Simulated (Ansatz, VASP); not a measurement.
## ZnCu: VASP beside Ansatz

File INCAR:

```
PREC     = Accurate       # precision mode
ENCUT    = 520            # plane-wave cutoff, eV
EDIFF    = 1E-7           # SCF threshold, eV
ISMEAR   = 0              # smearing method
SIGMA    = 0.15           # smearing width, eV
LREAL    = False          # projectors in reciprocal space
LASPH    = True           # aspherical terms in the spheres
NELM     = 100            # most SCF steps
ALGO     = Normal         # electronic algorithm
ISIF     = 2              # what is computed and relaxed
LWAVE    = False          # write WAVECAR
LCHARG   = True           # write CHGCAR
GGA      = PE             # functional
LELF     = True           # ELF
LVHAR    = True         
NBANDS   = 18             # bands
```

KPOINTS

```
regular mesh
0
Gamma
  20 20 12
```

The input POSCAR:

```
ZnCu
1.0
    1.4880390000     -2.1212790000      0.0000000000
    1.4880390000      2.1212790000      0.0000000000
    0.0000000000      0.0000000000      4.1407460000
Zn Cu
1 1
Direct
    0.5000000000      0.5000000000      0.5000000000
    0.0265976035      0.1516000398      0.0000000000
```

Input for Ansatz:

```yaml
crystal:
  lattice:
    - [1.488039, -2.121279, 0.0]
    - [1.488039, 2.121279, 0.0]
    - [0.0, 0.0, 4.140746]
  atoms:
    - { symbol: Zn, position: [0.5, 0.5, 0.5] }
    - { symbol: Cu, position: [0.0265976035, 0.1516000398, 0.0] }
basis:
  ecutwfc: 420
kpoints:
  mp_grid: { grid: [20, 20, 12] }
hamiltonian:
  xc: pbe
scf:
  occupations: { method: gaussian, width: 0.15 }
output:
  forces: true
  stress: true
  eigenvalues: true
```

Change from the starting cell: all Cu atoms moved +0.375 Å, as atom 2 along Cartesian [1 1 0].

Alike in both runs: task single point; functional PBE; k mesh 20 × 20 × 12; occupations gaussian, width 0.15 eV; no spin polarisation.

|  | VASP | Ansatz |
| --- | --- | --- |
| version | VASP 6.6.1 | Ansatz 0.2.0 |
| potentials or method | VASP PAW PBE potentials, release 64 (Zn, Cu) | scalar-relativistic, plane waves, PAW |
| plane-wave cutoff (eV) | 520 | 420 |
| valence electrons in the cell | 23 | 31 |

VASP gave:

* gap on the k mesh at the Fermi level (eV): none
* pressure (GPa): 2.7
* largest component of the traceless stress (GPa): 2.55
* rms of the force components (eV/Å): 0.412

What did Ansatz give for the same quantities?

gap on the k mesh at the Fermi level (eV): none; pressure (GPa): 2.1; largest component of the traceless stress (GPa): 2.44; rms of the force components (eV/Å): 0.407.

Atom by atom the forces differ by 0.005 eV/Å (rms over components). A gap of «none» marks a metal or a gap that the smearing closes. With one functional, cell and mesh, what is left measures potentials, basis and numerics. The two sets of potentials don't hold the same shells in valence.
